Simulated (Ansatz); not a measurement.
**Ge: pressure against volume**

Ge, Fd-3m, a = 5.761 Å. Ansatz: PBE, PAW, 420 eV, Γ-centred 14×14×14 mesh on 2 atoms, Gaussian smearing 0.10 eV; no spin polarisation. Symmetry fixes shape and atoms, so the cell is only scaled; pressure is positive in compression.

| V (Å³/atom) | P (GPa) |
| --- | --- |
| 22.467 | 4.24 |
| 23.184 | ? |
| 23.901 | 0.01 |
| 24.618 | -1.61 |
| 25.335 | -2.96 |

**Question.** Take V0 = 23.901 Å³/atom, count pressures from its P0 = 0.01 GPa, fit the third-order Birch–Murnaghan form to the other rows, and predict the missing pressure.

**Answer.** With the Eulerian strain f = ½[(V0/V)^(2/3) − 1] and y = (P − P0)/[3f(1 + 2f)^(5/2)], the form is the line y = B0 + 1.5 B0 (B0′ − 4) f. Rows (f, y): 0.02106, 60.4; -0.00976, 58.1; -0.01905, 57.3. Means f = -0.002583, y = 58.600; Σ(Δf)² = 0.0008817, ΣΔfΔy = 0.06755; the slope is their ratio. y = 58.80 + 76.62 f GPa, so B0 = 58.8 GPa and B0′ = 4 + 2 × (76.62)/(3 × 58.80) = 4.87. At V = 23.184, f = 0.01026, y = 59.59 and P = 1.94 GPa. The run gave 1.94 GPa, the same to the digits shown. Note that the gap is closed there and open in the run one row up.